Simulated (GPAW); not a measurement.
Crystal: HgTe (Coloradoite).

```
Hg Te
1.0
     4.54599    0.00000    0.00000
     2.27299    3.93694    0.00000
     2.27299    1.31231    3.71178
Hg Te
1 1
Direct
  0.00000 0.00000 0.00000
  0.75000 0.75000 0.75000
```

Base run:

| Quantity | Value |
| --- | --- |
| Program | GPAW 26.7.0 |
| Functional | AM05 |
| Potentials or basis | PAW data sets generated in the run's folder for this functional |
| Cutoff | 600 eV |
| Basis | pw |
| k mesh | 6 × 6 × 6 |
| Occupations | fermi-dirac, width 0.05 eV |
| Spin | spin-orbit coupling, no magnetisation |

Its results: pressure 2.3 GPa.

Task: The run is repeated on the same cell with these changes: functional from AM05 to RPBE; potentials or basis from PAW data sets generated in the run's folder for this functional to the program's PAW data sets (release 1.2.1) made for this functional. What comes out?

Result: Pressure 6.3 GPa.

Caveats: spin-orbit coupling was added after a scalar SCF, so levels and gaps hold it while energy, forces, pressure and moments don't.

Not every run made on this cell is shown here.
